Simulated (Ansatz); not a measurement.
Runs of Ansatz 0.2.0 on Cu. The structure is cubic, space group Fm-3m (No. 225). Conventional cell: a = 3.615 Å, b = 3.615 Å, c = 3.615 Å, α = 90.00°, β = 90.00°, γ = 90.00°. Cu (site symmetry m-3m) has 12 Cu at 2.56 Å as nearest neighbours. 

| task | level | potentials or basis | spin | U | cell | k mesh | cutoff (eV) | smearing | start of the occupations | double counting | hubbard projectors | sphere radius (all atoms) | optics k mesh | basis error allowed | other keys | mesh quality | gap on the mesh (eV) | pressure (GPa) | moment (μB) |
| --- | --- | --- | --- | --- | --- | --- | --- | --- | --- | --- | --- | --- | --- | --- | --- | --- | --- | --- | --- |
| single point | PBE | all-electron LAPW, scalar-relativistic | off | - | as given | 9 × 9 × 9 | 272 | fermi-dirac 0.04 eV | - | - | - | - | - | 0.002 eV/atom | - | coarse | none | 1.8 | - |
| single point | PBEsol+D4+U | all-electron LAPW, non-relativistic | off | Cu d U = 6 eV | as given | 13 × 13 × 13 | 317 | fermi-dirac 0.025 eV | auto | fll | atomic | - | - | 0.0005 eV/atom | hamiltonian.pseudopotentials.lapw.basis_error = 0.0005 | not flagged | none | -4.1 | - |
| elastic constants | PBEsol-PBE | all-electron LAPW, scalar-relativistic | off | - | as given | 17 × 17 × 17 | 293 | gaussian 0.15 eV | - | - | - | - | - | 0.002 eV/atom | - | not flagged | none | (b) | - |
| elastic constants | PBE+D3(BJ) | all-electron LAPW, inner shells corrected to Dirac's equation | collinear, ferromagnetic start | - | as given | 10 × 10 × 10 | 529 | gaussian 0.025 eV | - | - | - | 1.022 Å | - | 0.0005 eV/atom | hamiltonian.pseudopotentials.lapw.muffin_tin_radii = 1.022 | coarse | none | (c) | 0.00 |
| band structure | revPBE+U | all-electron LAPW, scalar-relativistic | collinear, random start | Cu d U = 6 eV | as given | 13 × 13 × 13 | 272 | tetrahedron | low_spin | amf | atomic | - | - | 0.002 eV/atom | - | not flagged | - | 5.2 | 0.00 |
| single point | PBE | all-electron LAPW, scalar-relativistic | off | - | as given | 5 × 5 × 5 | 272 | fermi-dirac 0.02 eV | - | - | - | - | - | 0.002 eV/atom | - | coarse | none | 1.0 | - |
| optical spectrum | PBE+D4+U | all-electron LAPW, inner shells corrected to Dirac's equation | non-collinear, ferromagnetic start | Cu d U = 3.5 eV | as given | 10 × 10 × 10 | 272 | gaussian 0.1 eV | auto | amf | ortho-atomic | - | 15 × 15 × 15 | 0.002 eV/atom | scf.mixing.preconditioner = none; … | coarse | none | - | 0.00 |
| relaxation of cell and atoms | PBE+D4 | all-electron LAPW, point nuclei | SOC, no magnetisation | - | relaxed | 10 × 10 × 10 | 320 | gaussian 0.15 eV | - | - | - | - | - | 0.001 eV/atom | basis.ecutwfc = 320 | not flagged | - | 0.0 | - |
| band structure | revPBE-LDA | all-electron LAPW, relativistic spinors | SOC, no magnetisation | - | cell strained at random at fixed volume | 10 × 10 × 10 | 326 | fermi-dirac 0.025 eV | - | - | - | - | - | 0.0005 eV/atom | - | coarse | none | 19.3 | - |
| single point | PBE | all-electron LAPW, scalar-relativistic | off | - | as given | 6 × 6 × 6 | 260 | fermi-dirac 0.02 eV | - | - | - | - | - | 0.003 eV/atom | - | coarse | none | (a) | - |
| single point | PBE | all-electron LAPW, scalar-relativistic | off | - | as given | 8 × 8 × 8 | 260 | fermi-dirac 0.02 eV | - | - | - | - | - | 0.003 eV/atom | - | coarse | none | 2.6 | - |

Question: Estimate the missing entries.

Answer: (a) 2.9; (b) -8.1; (c) -6.1.

Caveats: some runs use coarse meshes; the k mesh is thin for a metal, which can move the energy by tens of meV per atom (some runs); U is the effective U less J, on atomic orbitals that reach past the spheres (some runs); pairwise dispersion overbinds metals, which lowers pressure and volume (some runs); the U is typed as a test and isn't derived for this compound (some runs); a metal's response needs a denser mesh (some runs); the cell is more than 3 GPa from zero pressure, which shifts response properties (some runs); elastic constants of metals need much finer meshes, so these are rough (some runs).

A gap of «none» marks a metal or a gap under the smearing width.
